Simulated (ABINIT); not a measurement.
ZrB2:

```xyz
3
Lattice="3.1700 0.0000 0.0000 -1.5850 2.7453 0.0000 0.0000 0.0000 3.5330" Properties=species:S:1:pos:R:3 pbc="T T T"
Zr    0.0000    0.0000    0.0000
B     1.5850    0.9151    1.7665
B     0.0000    1.8302    1.7665
```

Base run:

* Program: ABINIT 10.8.3 (patched build)
* Functional: PBEsol
* Potentials or basis: PseudoDojo NC SR PBEsol v0.4.1 standard
* Cutoff: 925 eV
* k mesh: 8 × 8 × 6
* Occupations: fermi-dirac, width 0.05 eV
* Spin: no spin polarisation

Its results: band gap on the k mesh none (metal or under the smearing width); pressure -3.9 GPa.

**Question.** The run is repeated on the same cell with these changes: potentials or basis from PseudoDojo NC SR PBEsol v0.4.1 standard to Ansatz PAW PBE default generated set, frozen core; cutoff from 925 eV to 327 eV. What comes out?

**Answer.** Band gap on the k mesh none (metal or under the smearing width); pressure -5.7 GPa.

Caveats: the atomic spheres overlap (some runs); the PAW data sets were made with another functional, which shifts forces and pressure a little (some runs).
